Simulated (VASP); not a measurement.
# InAs (F-43m): a series in a change of volume, part 2 of 2

Strain engineering needs slopes: what does a change of volume do to the lattice and the band edges of InAs?

VASP 6.6.1, plane waves and PAW; the level of theory is named at each step.

So far: Set-up; Relax the crystal, PBEsol; Relax at fixed volume, PBEsol; Band edges, TB-mBJ with spin-orbit coupling.

## 5. Band edges, r2SCAN with spin-orbit coupling

Short lines in KPOINTS_OPT sample the zone centre, for masses, and the other valleys.

Level: r2SCAN, spin-orbit coupling; plane waves and PAW (In_d, As).

Contents of INCAR:

```
SYSTEM = InAs
PREC = Accurate
ENCUT = 450
EDIFF = 1E-06
NELM = 100
ISMEAR = 0
SIGMA = 0.02
LREAL = .FALSE.
ALGO = Normal
METAGGA = R2SCAN
LASPH = .TRUE.
LNONCOLLINEAR = .TRUE.
MAGMOM = 0 0 0 0 0 0
NBANDS = 28
GGA_COMPAT = .FALSE.
LSORBIT = .TRUE.
LWAVE = .FALSE.
LCHARG = .FALSE.
KPAR = 3
```

Contents of POSCAR:

```
InAs
1.0
    0.0000000000      3.0148387577      3.0148387577
    3.0148387577      0.0000000000      3.0148387577
    3.0148387577      3.0148387577      0.0000000000
In As
1 1
Direct
    0.0000000000      0.0000000000      0.0000000000
    0.2500000000      0.2500000000      0.2500000000
```

Contents of KPOINTS:

```
Automatic mesh
0
Gamma
7 7 7
0 0 0
```

Contents of KPOINTS_OPT:

```
Line mode
6
Line-mode
Reciprocal
  0.00000000   0.00000000   0.00000000
  0.02399132   0.02399132  -0.00000000

  0.00000000   0.00000000   0.00000000
  0.00000000  -0.02399132  -0.02399132

  0.31000000   0.31000000   0.00000000
  0.50000000   0.50000000   0.00000000

  0.00000000   0.31000000   0.31000000
  0.00000000   0.50000000   0.50000000

  0.45000000   0.45000000   0.45000000
  0.50000000   0.50000000   0.50000000

  0.45000000   0.00000000   0.00000000
  0.50000000   0.00000000   0.00000000

  0.42500000   0.42500000   0.00000000
  0.42500000   0.44899132   0.02399132

  0.50000000   0.50000000   0.50000000
  0.48303557   0.51696443   0.50000000
```

The projector-augmented-wave data sets are In_d and As (PBE family, release 64).

The run is started by

```sh
$ mpirun -np 3 vasp_ncl
```

The log of the run:

```text
[... set-up lines as in an earlier step ...]
 entering main loop
       N       E                     dE             d eps       ncg     rms          rms(c)
DAV:   1     0.118578602011E+03    0.11858E+03   -0.75755E+03  1680   0.131E+03
DAV:   2    -0.256744889625E+02   -0.14425E+03   -0.13868E+03  1716   0.353E+02
DAV:   3    -0.408162536426E+02   -0.15142E+02   -0.14907E+02  2084   0.129E+02
DAV:   4    -0.414384558335E+02   -0.62220E+00   -0.62036E+00  2024   0.271E+01
[...]
DAV:  11    -0.380838913710E+02   -0.79431E-05   -0.67797E-05  2120   0.103E-01    0.860E-02
DAV:  12    -0.380839000280E+02   -0.86570E-05   -0.27084E-05  1744   0.710E-02    0.119E-02
DAV:  13    -0.380839000459E+02   -0.17877E-07   -0.14309E-06  1880   0.146E-02
   1 F= -.38083900E+02 E0= -.38083900E+02  d E =-.127161E-11  mag=     0.0000    -0.0000    -0.0000
 Start KPOINTS_OPT (optional k-point list driver)
k-point batch [1-30\48]
       N       E                     dE             ncg
DAV:   1     0.173184741381E+04   -0.65267E+04     1684
DAV:   2    -0.259670661398E+04   -0.43286E+04     1708
DAV:   3    -0.308033545805E+04   -0.48363E+03     2076
DAV:   4    -0.310163123233E+04   -0.21296E+02     2012
DAV:   5    -0.310277861297E+04   -0.11474E+01     2856
DAV:   6    -0.310278940907E+04   -0.10796E-01     2108
DAV:   7    -0.310279003195E+04   -0.62288E-03     2740
DAV:   8    -0.310279004045E+04   -0.85030E-05     1836
DAV:   9    -0.310279004084E+04   -0.38728E-06     1288
k-point batch [31-48\48]
       N       E                     dE             ncg
DAV:   1     0.646659678761E+04   -0.75436E+04     1008
DAV:   2     0.390072002973E+04   -0.25659E+04     1016
DAV:   3     0.361838807766E+04   -0.28233E+03     1236
DAV:   4     0.360723554548E+04   -0.11153E+02     1208
DAV:   5     0.360656994947E+04   -0.66560E+00     1728
DAV:   6     0.360656433370E+04   -0.56158E-02     1284
DAV:   7     0.360656406151E+04   -0.27219E-03     1668
DAV:   8     0.360656405729E+04   -0.42230E-05     1088
DAV:   9     0.360656405709E+04   -0.19469E-06      848
```

Wall time 12 min (3 MPI ranks of AMD EPYC 7R43, shared host); peak memory 0.98 GiB; 29 min of CPU time.

From OUTCAR (step 5):

```text
  Total        0.8416279      0.8416279      0.8416279      0.0000000      0.0000000      0.0000000
  in kB       24.6041538     24.6041538     24.6041538      0.0000000      0.0000000      0.0000000
  external PRESSURE =      24.6041538 kB  Pullay stress =       0.0000000 kB

 POSITION                                       TOTAL-FORCE (eV/Angst)
 -----------------------------------------------------------------------------------
      0.00000      0.00000      0.00000        -0.000000      0.000000     -0.000000
      1.50742      1.50742      1.50742         0.000000     -0.000000      0.000000
 -----------------------------------------------------------------------------------
    total drift:                               -0.000000     -0.000000     -0.000000

  FREE ENERGIE OF THE ION-ELECTRON SYSTEM (eV)
  ---------------------------------------------------
  free  energy   TOTEN  =       -38.0839000459 eV

  energy  without entropy=      -38.0839000459  energy(sigma->0) =      -38.08390005

[... 2 parts as in an earlier step ...]

[... 1 further part left out ...]
[key lines of the parts left out:]
E-fermi :   4.5575
```

Read from the output:

| Item | Value |
| --- | --- |
| energy(sigma→0) of the program | -38.0839 eV |
| stress, compression positive | xx, yy, zz 2.46, 2.46, 2.46 GPa |

The run ends at a pressure of 2.46 GPa.

## 6. The table

The other members went through these steps as far as the tables show, with the same cutoff and, step by step, the same mesh; 25 runs are not shown. The session took 8.6 core hours (wall time by ranks) on a shared machine.

| volume over the relaxed volume | volume (Å³/atom) | pressure (GPa) | energy above the unstrained row (meV/atom) |
| --- | --- | --- | --- |
| 0.940 | 26.555 | 3.998 | 20.085 |
| 0.955 | 26.979 | 2.869 | 11.001 |
| 0.970 | 27.403 | 1.832 | 4.776 |
| 0.985 | 27.826 | 0.880 | 1.179 |
| 1 | 28.250 | 0.006 | 0.000 |
| 1.015 | 28.674 | -0.796 | 1.036 |
| 1.030 | 29.098 | -1.532 | 4.108 |
| 1.045 | 29.521 | -2.204 | 9.038 |
| 1.060 | 29.945 | -2.820 | 15.671 |

A cubic of the pressure in ln(V/V₀) through all rows has the slope −B at V₀: B = 56 GPa, and its curvature gives B′ = 4.8.

Band edges at TB-mBJ with spin-orbit coupling, counted from the valence-band top at Γ, spin-orbit pairs averaged, with one row partly withheld:

| volume over the relaxed volume | gap (eV) | conduction band at Γ (eV) | Δ or X valley along z (eV) | lowest conduction level at L, [111] (eV) | second valence level below the top (eV) | third valence level below the top (eV) |
| --- | --- | --- | --- | --- | --- | --- |
| 0.940 | 0.827 | 0.827 | 2.003 | 1.645 | 0.000 | 0.321 |
| 0.955 | ? | ? | 2.033 | 1.610 | 0.000 | 0.319 |
| 0.970 | 0.660 | 0.660 | 2.061 | 1.575 | 0.000 | 0.317 |
| 0.985 | 0.579 | 0.579 | 2.087 | 1.540 | 0.000 | 0.316 |
| 1 | 0.498 | 0.498 | 2.113 | 1.506 | 0.000 | 0.314 |
| 1.015 | 0.419 | 0.419 | 2.138 | 1.472 | 0.000 | 0.312 |
| 1.030 | 0.341 | 0.341 | 2.162 | 1.439 | 0.000 | 0.311 |
| 1.045 | 0.265 | 0.265 | 2.185 | 1.406 | 0.000 | 0.309 |
| 1.060 | 0.190 | 0.190 | 2.207 | 1.375 | 0.000 | 0.308 |

Conduction masses, in electron masses (the axis is [001]):

| volume over the relaxed volume | L [111] mass, longitudinal | L [111] mass, transverse along [1-10] |
| --- | --- | --- |
| 0.940 | 2.089 | 0.139 |
| 0.955 | 2.038 | 0.138 |
| 0.970 | 2.055 | 0.138 |
| 0.985 | 2.067 | 0.138 |
| 1 | 2.115 | 0.138 |
| 1.015 | 2.147 | 0.138 |
| 1.030 | 2.152 | 0.137 |
| 1.045 | 2.188 | 0.138 |
| 1.060 | 2.128 | 0.137 |

## 7. A fit to the known rows

The quantity to fit is the conduction level at Γ above the mean of the three top valence levels at TB-mBJ with spin-orbit coupling: 0.934, 0.766, 0.684, 0.603, 0.523, 0.445, 0.368, 0.293 eV in the rows shown.

A least-squares parabola through the 8 rows shown, with u the logarithm of the volume ratio: E = 0.2940 u² − 5.340 u + 0.6027 (eV), r.m.s. residual 3.1e-4 eV.

At u = -0.04604 this predicts 0.8492 eV.

## 8. The withheld row

The calculation gives 0.8497 eV, so the prediction is 0.0005 eV too low, within twice the residual of the fit.

## 9. Results

```
bulk modulus                                                                                                           : 56 GPa
gap of the unstrained cell, TB-mBJ with spin-orbit coupling                                                            : 0.50 eV
dE/d ln V of the conduction level at Γ above the mean of the three top valence levels, TB-mBJ with spin-orbit coupling : -5.34 eV
error of the predicted row                                                                                             : -0.5 meV
```

**Reading.** At TB-mBJ with spin-orbit coupling the lowest conduction valley is Γ throughout, and the gap runs between 0.19 and 0.83 eV. At r2SCAN with spin-orbit coupling the gap falls under 0.05 eV in some or all rows, where bands may have changed order, so that level, though run, gets no table. The gap at PBEsol is under 0.05 eV in some or all rows and is left out; the elastic columns come from such cells and can be uneven. Hole masses are left out throughout, since the top bands are degenerate or cross in many series; of conduction masses, those of the Γ, L and (for Si and Ge under (001) strain) Δ valleys are kept where they change by under an eighth between rows. TB-mBJ is a potential fitted for gaps; it has no energy functional, so its total energies and forces mean nothing, and its bands tend to come out too narrow. Δ or X levels are the lowest on their line, refined by a parabola unless they lie at X; the gap is read from all points sampled and can differ from the lowest valley by some meV, or by tens of meV where strain moves the valence top off Γ. Temperature, zero-point motion and excitons are left out.

[Lines on the potential files, build, host, timing and source positions are cut from VASP's logs without a mark.]

[Logs are printed without paths, hosts, clocks, repeated set-up lines and the standing remarks that a program may print on its own settings, such as how far it seeks lower states.]

[Hosts, paths, dates, database ids (printed as entryN), source tags and the programs' standing remarks are cut or masked in the printed files.]

[In band tables of VASP the shares of atoms and orbitals are scaled to a sum of 1 inside the atoms' spheres.]
